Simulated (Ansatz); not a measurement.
# Rh in Ru(0001), 2x2: scattering by a point defect, part 2 of 3

Aim: the resistance that Rh in Ru(0001), 2x2 adds to the host.

Ansatz 0.2.0; Ansatz plane-wave DFT, PBE, PAW files; ballistic transport by layer matching (Landauer), zero bias; PAW set soft_1 (the session's first sound run).

So far, resistivity per at.% scaled from this dense plane, with the factor 3/4 for isotropic scattering (µΩ cm): step 3 (resistance at ideal sites) 0.726.

### 4. Relaxing the neighbours

The neighbours of the defect are let go while the lead's layers stay on their sites, since a lead must repeat to 0.01 Å.

This step: Ansatz plane-wave DFT, PBE, PAW files; relaxation with the lead's layers held; PAW set soft_1 (Ansatz 0.2.0).

The input, input.yaml:

```yaml
crystal:
  lattice:
    - [5.4116, 0.0, 0.0]
    - [-2.7058, 4.6865830751, 0.0]
    - [0.0, 0.0, 34.2552]
  atoms:
    - { symbol: Ru, position: [0.1666666667, 0.3333333333, 0.03125] }
    - { symbol: Ru, position: [0.1666666667, 0.8333333333, 0.03125] }
    - { symbol: Ru, position: [0.6666666667, 0.3333333333, 0.03125] }
    - { symbol: Ru, position: [0.6666666667, 0.8333333333, 0.03125] }
    - { symbol: Ru, position: [0.3333333333, 0.1666666667, 0.09375] }
    - { symbol: Ru, position: [0.3333333333, 0.6666666667, 0.09375] }
    - { symbol: Ru, position: [0.8333333333, 0.1666666667, 0.09375] }
    - { symbol: Ru, position: [0.8333333333, 0.6666666667, 0.09375] }
    - { symbol: Ru, position: [0.1666666667, 0.3333333333, 0.15625] }
    - { symbol: Ru, position: [0.1666666667, 0.8333333333, 0.15625] }
    - { symbol: Ru, position: [0.6666666667, 0.3333333333, 0.15625] }
    - { symbol: Ru, position: [0.6666666667, 0.8333333333, 0.15625] }
    - { symbol: Ru, position: [0.3333333333, 0.1666666667, 0.21875] }
    - { symbol: Ru, position: [0.3333333333, 0.6666666667, 0.21875] }
    - { symbol: Ru, position: [0.8333333333, 0.1666666667, 0.21875] }
    - { symbol: Ru, position: [0.8333333333, 0.6666666667, 0.21875] }
    - { symbol: Ru, position: [0.1666666667, 0.3333333333, 0.28125] }
    - { symbol: Ru, position: [0.1666666667, 0.8333333333, 0.28125] }
    - { symbol: Ru, position: [0.6666666667, 0.3333333333, 0.28125] }
    - { symbol: Ru, position: [0.6666666667, 0.8333333333, 0.28125] }
    - { symbol: Ru, position: [0.3333333333, 0.1666666667, 0.34375] }
    - { symbol: Ru, position: [0.3333333333, 0.6666666667, 0.34375] }
    - { symbol: Ru, position: [0.8333333333, 0.1666666667, 0.34375] }
    - { symbol: Ru, position: [0.8333333333, 0.6666666667, 0.34375] }
    - { symbol: Ru, position: [0.1666666667, 0.3333333333, 0.40625] }
    - { symbol: Ru, position: [0.1666666667, 0.8333333333, 0.40625] }
    - { symbol: Ru, position: [0.6666666667, 0.3333333333, 0.40625] }
    - { symbol: Ru, position: [0.6666666667, 0.8333333333, 0.40625] }
    - { symbol: Ru, position: [0.3333333333, 0.1666666667, 0.46875] }
    - { symbol: Ru, position: [0.3333333333, 0.6666666667, 0.46875] }
    - { symbol: Ru, position: [0.8333333333, 0.1666666667, 0.46875] }
    - { symbol: Ru, position: [0.8333333333, 0.6666666667, 0.46875] }
    - { symbol: Rh, position: [0.1666666667, 0.3333333333, 0.53125] }
    - { symbol: Ru, position: [0.1666666667, 0.8333333333, 0.53125] }
    - { symbol: Ru, position: [0.6666666667, 0.3333333333, 0.53125] }
    - { symbol: Ru, position: [0.6666666667, 0.8333333333, 0.53125] }
    - { symbol: Ru, position: [0.3333333333, 0.1666666667, 0.59375] }
    - { symbol: Ru, position: [0.3333333333, 0.6666666667, 0.59375] }
    - { symbol: Ru, position: [0.8333333333, 0.1666666667, 0.59375] }
    - { symbol: Ru, position: [0.8333333333, 0.6666666667, 0.59375] }
    - { symbol: Ru, position: [0.1666666667, 0.3333333333, 0.65625] }
    - { symbol: Ru, position: [0.1666666667, 0.8333333333, 0.65625] }
    - { symbol: Ru, position: [0.6666666667, 0.3333333333, 0.65625] }
    - { symbol: Ru, position: [0.6666666667, 0.8333333333, 0.65625] }
    - { symbol: Ru, position: [0.3333333333, 0.1666666667, 0.71875] }
    - { symbol: Ru, position: [0.3333333333, 0.6666666667, 0.71875] }
    - { symbol: Ru, position: [0.8333333333, 0.1666666667, 0.71875] }
    - { symbol: Ru, position: [0.8333333333, 0.6666666667, 0.71875] }
    - { symbol: Ru, position: [0.1666666667, 0.3333333333, 0.78125] }
    - { symbol: Ru, position: [0.1666666667, 0.8333333333, 0.78125] }
    - { symbol: Ru, position: [0.6666666667, 0.3333333333, 0.78125] }
    - { symbol: Ru, position: [0.6666666667, 0.8333333333, 0.78125] }
    - { symbol: Ru, position: [0.3333333333, 0.1666666667, 0.84375] }
    - { symbol: Ru, position: [0.3333333333, 0.6666666667, 0.84375] }
    - { symbol: Ru, position: [0.8333333333, 0.1666666667, 0.84375] }
    - { symbol: Ru, position: [0.8333333333, 0.6666666667, 0.84375] }
    - { symbol: Ru, position: [0.1666666667, 0.3333333333, 0.90625] }
    - { symbol: Ru, position: [0.1666666667, 0.8333333333, 0.90625] }
    - { symbol: Ru, position: [0.6666666667, 0.3333333333, 0.90625] }
    - { symbol: Ru, position: [0.6666666667, 0.8333333333, 0.90625] }
    - { symbol: Ru, position: [0.3333333333, 0.1666666667, 0.96875] }
    - { symbol: Ru, position: [0.3333333333, 0.6666666667, 0.96875] }
    - { symbol: Ru, position: [0.8333333333, 0.1666666667, 0.96875] }
    - { symbol: Ru, position: [0.8333333333, 0.6666666667, 0.96875] }
kpoints:
  mp_grid: { grid: [5, 5, 1] }
hamiltonian:
  xc: pbe
  pseudopotentials: { kind: paw, azcp: { folder: soft_1 } }
scf:
  occupations: { method: fermi_dirac, width: 0.1 }
relax:
  f_tol: 0.03
  max_steps: 40
  constraints:
    - { sites: [0, 1, 2, 3, 4, 5, 6, 7, 8, 9, 10, 11, 12, 13, 14, 15, 16, 17, 18, 19, 44, 45, 46, 47, 48, 49, 50, 51, 52, 53, 54, 55, 56, 57, 58, 59, 60, 61, 62, 63] }
```

The run is started by

```
> ansatz run input.yaml --threads 4 --pin off --max-ram 15360MiB --backend cpu --events-out ev --progress --plain --runs-dir out
```

Numbers of over 12 decimals in the logs are rounded to 6 here.

What it wrote:

```text
Warning: crystal.symmetry: narrowed to the stabiliser of the relax constraints — unitary ops 12 → 6; lowered at sites 20, 21, 22, 23, 44, 45, 46, 47 (the operations that carried what is held of a site onto what its image site leaves free; the constrained walk keeps no symmetry that its constraints do not admit)
[...]
Crystal: 64 atoms, lattice volume = 868.777 Å³
Basis set: ecut = 420 eV, 16909 PW (Γ), exchange–correlation on 80×80×480 points (8 copies of the dense FFT grid, shifted against one another)
Bands: 615, of which v1, the nominal top of the filled ones, is band 513 counted from 1 (512 counted from 0)
Symmetry: 6 space group operations
k-points: 5 of 25 (time reversal used)
[...]
SCF iter   1: F=—  HF=-376811.891412 eV  |F-HF|=—  |Δ(HF+E_count)|=         —  Δρ=1.31e-1  dr2=2.65e3  ethr=3.10e-3  ⟨swp⟩=5.0  Hψ=9992  notcnv=0
[...]
SCF iter   8: F=-376763.434969 eV  HF=-376763.434981 eV  |F-HF|=1.21e-5  |Δ(HF+E_count)|=   5.69e-6  Δρ=1.68e-5  dr2=1.32e-5  ethr=2.20e-9  ⟨swp⟩=3.0  Hψ=8214  notcnv=0
SCF 1 converged in 8 iterations: F = -376763.434969 eV  dr2 = 1.32e-5
[...]
relax step   1: F+E_penalty+E_count = -376763.43496907 eV  Δ(F+E_penalty+E_count) = +0.000e0 eV  max|allowed force component| = 2.099e-1 eV/Å  Δτ_max = 0.0000 Å  (8 SCF iters, dr2 threshold 2.25e-5 eV, accepted)
[...]
iter 1 solved again at ethr=3.33e-6 eV; its pass at ethr=3.10e-3 eV (dr2=3.41e-2 eV) is discarded
[...]
SCF iter   6: F=-376763.443621 eV  HF=-376763.443621 eV  |F-HF|=4.14e-8  |Δ(HF+E_count)|=   6.36e-8  Δρ=1.61e-6  dr2=5.32e-8  ethr=2.69e-10  ⟨swp⟩=3.0  Hψ=6560  notcnv=0
SCF 2 converged in 6 iterations: F = -376763.443621 eV  dr2 = 5.32e-8
relax step   2: F+E_penalty+E_count = -376763.44362089 eV  Δ(F+E_penalty+E_count) = -8.652e-3 eV  max|allowed force component| = 5.827e-2 eV/Å  Δτ_max = 0.0203 Å  (6 SCF iters, dr2 threshold 2.75e-6 eV, accepted)
SCF iter   1: F=—  HF=-376763.443558 eV  |F-HF|=—  |Δ(HF+E_count)|=         —  Δρ=4.16e-4  dr2=6.90e-3  ethr=3.48e-6  ⟨swp⟩=2.4  Hψ=5247  notcnv=0  defer=38
[...]
SCF iter   6: F=-376763.444914 eV  HF=-376763.444914 eV  |F-HF|=1.34e-9  |Δ(HF+E_count)|=   3.54e-8  Δρ=6.87e-7  dr2=3.63e-9  ethr=9.76e-12  ⟨swp⟩=2.0  Hψ=7792  notcnv=0
SCF 3 converged in 6 iterations: F = -376763.444914 eV  dr2 = 3.63e-9
relax step   3: F+E_penalty+E_count = -376763.44491390 eV  Δ(F+E_penalty+E_count) = -1.293e-3 eV  max|allowed force component| = 7.491e-3 eV/Å  Δτ_max = 0.0056 Å  (6 SCF iters, accepted)
SCF converged after 6 iterations
Free energy (F): -376763.444914 eV
[...]
Internal energy: -376761.338744 eV  (E = F + TS)
E sigma→0 (E₀):  -376762.391829 eV
Entropy (-TS):   -2.106170 eV (-32.909 meV/atom)
Fermi energy:    23.358764 eV
[...]
--- Forces (eV/Å), atoms counted from 1 ---
  atom   1  Ru     0.00000000     0.00000000     0.00043977
  atom   2  Ru     0.00239007     0.00137991    -0.00006547
  atom   3  Ru     0.00000000    -0.00275981    -0.00006547
  atom   4  Ru    -0.00239007     0.00137991    -0.00006547
  atom   5  Ru     0.00103064    -0.00059504    -0.00447303
  atom   6  Ru     0.00000000     0.00119008    -0.00447303
  atom   7  Ru    -0.00103064    -0.00059504    -0.00447303
  atom   8  Ru     0.00000000    -0.00000000     0.00190249
  atom   9  Ru     0.00000000     0.00000000     0.01687865
  atom  10  Ru     0.00123794     0.00071473     0.00465058
  atom  11  Ru     0.00000000    -0.00142945     0.00465058
  atom  12  Ru    -0.00123794     0.00071473     0.00465058
  atom  13  Ru     0.00362417    -0.00209242    -0.00895728
  atom  14  Ru     0.00000000     0.00418483    -0.00895728
  atom  15  Ru    -0.00362417    -0.00209242    -0.00895728
  atom  16  Ru     0.00000000    -0.00000000     0.01006277
  atom  17  Ru     0.00000000     0.00000000     0.00999025
  atom  18  Ru     0.00144639     0.00083507    -0.02082196
  atom  19  Ru     0.00000000    -0.00167015    -0.02082196
  atom  20  Ru    -0.00144639     0.00083507    -0.02082196
  atom  21  Ru     0.00105186    -0.00060729    -0.00451056
  atom  22  Ru     0.00000000     0.00121458    -0.00451056
  atom  23  Ru    -0.00105186    -0.00060729    -0.00451056
  atom  24  Ru    -0.00000000    -0.00000000    -0.00054723
  atom  25  Ru     0.00000000     0.00000000     0.00246460
  atom  26  Ru    -0.00035730    -0.00020629    -0.00441268
  atom  27  Ru    -0.00000000     0.00041258    -0.00441268
  atom  28  Ru     0.00035730    -0.00020629    -0.00441268
  atom  29  Ru    -0.00042072     0.00024290     0.00067602
  atom  30  Ru     0.00000000    -0.00048580     0.00067602
  atom  31  Ru     0.00042072     0.00024290     0.00067602
  atom  32  Ru     0.00000000    -0.00000000     0.00428895
  atom  33  Rh     0.00000000     0.00000000     0.00094216
  atom  34  Ru     0.00648782     0.00374574    -0.00017059
  atom  35  Ru     0.00000000    -0.00749149    -0.00017059
  atom  36  Ru    -0.00648782     0.00374574    -0.00017059
  atom  37  Ru    -0.00025859     0.00014930    -0.00142480
  atom  38  Ru     0.00000000    -0.00029859    -0.00142480
  atom  39  Ru     0.00025859     0.00014930    -0.00142480
  atom  40  Ru     0.00000000    -0.00000000    -0.00311264
[...]
atom  53  Ru     0.00335623    -0.00193772     0.00739918
  atom  54  Ru     0.00000000     0.00387544     0.00739918
  atom  55  Ru    -0.00335623    -0.00193772     0.00739918
  atom  56  Ru     0.00000000    -0.00000000    -0.00764743
  atom  57  Ru     0.00000000     0.00000000    -0.01453588
  atom  58  Ru     0.00128060     0.00073935    -0.00569872
  atom  59  Ru     0.00000000    -0.00147871    -0.00569872
  atom  60  Ru    -0.00128060     0.00073935    -0.00569872
  atom  61  Ru     0.00089157    -0.00051475     0.00388975
  atom  62  Ru     0.00000000     0.00102950     0.00388975
  atom  63  Ru    -0.00089157    -0.00051475     0.00388975
  atom  64  Ru     0.00000000    -0.00000000    -0.00011597
  max |Σ_I F_I| component: 2.44e-5 eV/Å
--- Relaxed structure (3 steps of the walk, 3 accepted, 0 SCFs on fresh bases) ---
  F+E_penalty+E_count = -376763.44491390 eV   max|allowed force component| = 7.491e-3 eV/Å
  atoms:
    - { symbol: Ru, position: [0.166667, 0.333333, 0.03125] }
    - { symbol: Ru, position: [0.166667, 0.833333, 0.03125] }
    - { symbol: Ru, position: [0.666667, 0.333333, 0.03125] }
    - { symbol: Ru, position: [0.666667, 0.833333, 0.03125] }
    - { symbol: Ru, position: [0.333333, 0.166667, 0.093750] }
    - { symbol: Ru, position: [0.333333, 0.666667, 0.093750] }
    - { symbol: Ru, position: [0.833333, 0.166667, 0.093750] }
    - { symbol: Ru, position: [0.833333, 0.666667, 0.093750] }
    - { symbol: Ru, position: [0.166667, 0.333333, 0.15625] }
    - { symbol: Ru, position: [0.166667, 0.833333, 0.15625] }
    - { symbol: Ru, position: [0.666667, 0.333333, 0.15625] }
    - { symbol: Ru, position: [0.666667, 0.833333, 0.15625] }
    - { symbol: Ru, position: [0.333333, 0.166667, 0.218750] }
    - { symbol: Ru, position: [0.333333, 0.666667, 0.218750] }
    - { symbol: Ru, position: [0.833333, 0.166667, 0.218750] }
    - { symbol: Ru, position: [0.833333, 0.666667, 0.218750] }
    - { symbol: Ru, position: [0.166667, 0.333333, 0.28125] }
    - { symbol: Ru, position: [0.166667, 0.833333, 0.28125] }
    - { symbol: Ru, position: [0.666667, 0.333333, 0.28125] }
    - { symbol: Ru, position: [0.666667, 0.833333, 0.28125] }
    - { symbol: Ru, position: [0.333369, 0.166631, 0.343704] }
    - { symbol: Ru, position: [0.333369, 0.666737, 0.343704] }
    - { symbol: Ru, position: [0.833263, 0.166631, 0.343704] }
    - { symbol: Ru, position: [0.833333, 0.666667, 0.343841] }
    - { symbol: Ru, position: [0.166667, 0.333333, 0.406136] }
    - { symbol: Ru, position: [0.167023, 0.833512, 0.406274] }
    - { symbol: Ru, position: [0.666488, 0.332977, 0.406274] }
    - { symbol: Ru, position: [0.666488, 0.833512, 0.406274] }
    - { symbol: Ru, position: [0.333466, 0.166534, 0.468322] }
    - { symbol: Ru, position: [0.333466, 0.666931, 0.468322] }
    - { symbol: Ru, position: [0.833069, 0.166534, 0.468322] }
    - { symbol: Ru, position: [0.833333, 0.666667, 0.468828] }
    - { symbol: Rh, position: [0.166667, 0.333333, 0.531250] }
    - { symbol: Ru, position: [0.167712, 0.833856, 0.531246] }
    - { symbol: Ru, position: [0.666144, 0.332288, 0.531246] }
    - { symbol: Ru, position: [0.666144, 0.833856, 0.531246] }
    - { symbol: Ru, position: [0.333475, 0.166525, 0.594172] }
    - { symbol: Ru, position: [0.333475, 0.666949, 0.594172] }
    - { symbol: Ru, position: [0.833051, 0.166525, 0.594172] }
    - { symbol: Ru, position: [0.833333, 0.666667, 0.593668] }
    - { symbol: Ru, position: [0.166667, 0.333333, 0.656345] }
[...]
- { symbol: Ru, position: [0.333333, 0.166667, 0.84375] }
    - { symbol: Ru, position: [0.333333, 0.666667, 0.84375] }
    - { symbol: Ru, position: [0.833333, 0.166667, 0.84375] }
    - { symbol: Ru, position: [0.833333, 0.666667, 0.84375] }
    - { symbol: Ru, position: [0.166667, 0.333333, 0.906250] }
    - { symbol: Ru, position: [0.166667, 0.833333, 0.906250] }
    - { symbol: Ru, position: [0.666667, 0.333333, 0.906250] }
    - { symbol: Ru, position: [0.666667, 0.833333, 0.906250] }
    - { symbol: Ru, position: [0.333333, 0.166667, 0.96875] }
    - { symbol: Ru, position: [0.333333, 0.666667, 0.96875] }
    - { symbol: Ru, position: [0.833333, 0.166667, 0.96875] }
    - { symbol: Ru, position: [0.833333, 0.666667, 0.96875] }
```

Run time: 7 min. Hardware: 4 threads of Arm Neoverse V1, shared host; peak memory 8.1 GiB; 28 min of CPU time.

The steps of the relaxation:

```csv
step,energy less that of the first step (eV),largest force component (eV/Å)
1,0.0000,0.2099
2,-0.0087,0.0583
3,-0.0099,0.0075
```

The atoms that moved most (Å):

```
atom      dx      dy      dz  length
Ru30   0.000   0.001  -0.015   0.015
Ru29   0.001  -0.001  -0.015   0.015
Ru31  -0.001  -0.001  -0.015   0.015
Ru38   0.000   0.001   0.014   0.015
Ru39  -0.001  -0.001   0.014   0.015
Ru37   0.001  -0.001   0.014   0.015
```

This step gave:

```yaml
free_energy: -376763.4449 eV
energy_at_zero_smearing: -376762.3918 eV
```

The largest force component on a free atom ends at 0.0075 eV/Å, under the tolerance of 0.03, after 3 steps.

[end of part 2 of 3]

[Logs are printed without paths, hosts, clocks, repeated set-up lines and the standing remarks that a program may print on its own settings, such as how far it seeks lower states.]

[Hosts, paths, dates, database ids (printed as entryN), source tags and the programs' standing remarks are cut or masked in the printed files.]
